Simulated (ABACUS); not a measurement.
Crystal: Li.

```
CELL_PARAMETERS angstrom
1.75465 1.75465 1.75465
-1.75465 1.75465 1.75465
-1.75465 -1.75465 1.75465
ATOMIC_POSITIONS crystal
Li 0.00000 0.00000 0.00000
```

Base run:

```yaml
Program: ABACUS 3.10.1
Functional: OLYP
Potentials_or_basis: PseudoDojo NC SR 0.5 PBE standard
Cutoff: 1007 eV
Density_cutoff: 4027 eV
Basis: plane waves
k_mesh: 9 × 9 × 9
Occupations: fermi-dirac, width 0.05 eV
Spin: no spin polarisation
```

Its results: band gap on the k mesh none (metal or under the smearing width); pressure -0.5 GPa.

The run is repeated on the same cell with these changes: functional from OLYP to BLYP; potentials or basis from PseudoDojo NC SR 0.5 PBE standard to PseudoDojo NC SR 0.5 PBE stringent; cutoff from 1007 eV to 1320 eV; density cutoff from 4027 eV to 5279 eV. What comes out?

Band gap on the k mesh none (metal or under the smearing width); pressure -0.9 GPa.

Caveats: the potentials were made for another functional, which shifts forces and pressure.

Not every run made on this cell is shown here.
